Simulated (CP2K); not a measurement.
Ga in CP2K: convergence with eps eigval

Crystal: Ga.

```xyz
1
Lattice="2.7165 0.0000 0.0000 0.0000 2.7165 0.0000 0.0000 0.0000 2.7165" Properties=species:S:1:pos:R:3 pbc="T T T"
Ga    0.0000    0.0000    0.0000
```

The cell was built by a generator and needn't be a form met in nature.

* Program: CP2K 2026.2
* Task: single point
* Functional: PBE
* Potentials or basis: POTENTIAL_UZH Ga GTH-PBE-q13; DZVP-MOLOPT-PBE-GTH basis
* Density cutoff: 6123 eV
* k mesh: 8 × 8 × 8
* Occupations: fermi-dirac, width 0.05 eV
* Spin: no spin polarisation

These are the settings of the first run; the series varies eps eigval, with any setting tied to it.

Hardware: 1 thread of Arm Neoverse V2, with other jobs on the host.

**Question.** The values tried are 1.0E-2, 1.0E-3, 1.0E-4, 1.0E-5, 1.0E-6, 1.0E-8, loosest first. From which on does the pressure stay within 0.1 GPa of the tightest run that finished?

**Answer.** From 1.0E-3 on.

```
eps eigval  energy less the tightest run, at zero smearing (meV/atom)  pressure (GPa)  SCF cycles  CPU time (s)  peak memory (GiB)
    1.0E-2                                                       5.54            0.90          10            24               0.22
    1.0E-3                                                       0.13            1.22          11            26               0.22
    1.0E-4                                                       0.00            1.22          11            26               0.22
    1.0E-5                                                       0.00            1.22          11            26               0.22
    1.0E-6                                                       0.00            1.22          11            26               0.22
    1.0E-8                                                       0.00            1.22          11            26               0.22
```

Against the tightest run, the energy stays within 1 meV/atom from 1.0E-3 on. The tightest run that finished is the yardstick and may itself not be fully converged.

Caveat, for the tightest run too: the basis of atomic orbitals isn't converged, which shifts pressures, moduli and gaps.
